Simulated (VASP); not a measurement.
Here is a VASP 6.6.1 calculation.

File INCAR:

```
PREC = Accurate
ENCUT = 600
EDIFF = 1E-7
ISMEAR = 1
SIGMA = 0.1
LREAL = F
LASPH = T
NELM = 80
ALGO = Normal
ISIF = 3
LWAVE = F
LCHARG = F
GGA = PS
IBRION = 2
NSW = 90
EDIFFG = -0.005
```

KPOINTS

```
regular mesh
0
Gamma
  18 18 9
```

POSCAR

```
Ti                                      
1.0
    2.8976405538     -0.0000000000      0.0000000000
   -1.4488202769      2.5094303307      0.0000000000
    0.0000000000      0.0000000000      4.5888524642
  Ti            
     2
Direct
     0.3333333332999970    0.6666666667000030    0.2500000000000000
     0.6666666667000030    0.3333333332999970    0.7500000000000000
```

Potentials or basis: VASP PAW PBE potentials, release 64 (Ti_sv).

Launch:

```console
$ cat potpaw_PBE.64/Ti_sv/POTCAR > POTCAR
$ mpirun -np 1 vasp_std > vasp.out
```

(1) Predict the relaxed volume.

(2) Predict the space group after relaxing (to 0.05 Å).

(3) Predict the band gap on the k mesh.

(4) What does it give for the relaxed cell?

## Answers

(1) 16.68 Å³/atom.

(2) P6_3/mmc (No. 194).

(3) none (metal or under the smearing width).

(4) a = 2.898 Å, b = 2.898 Å, c = 4.587 Å, α = 90.00°, β = 90.00°, γ = 120.00°.

Caveat: the PAW data sets were made with another functional, which shifts forces and pressure a little.
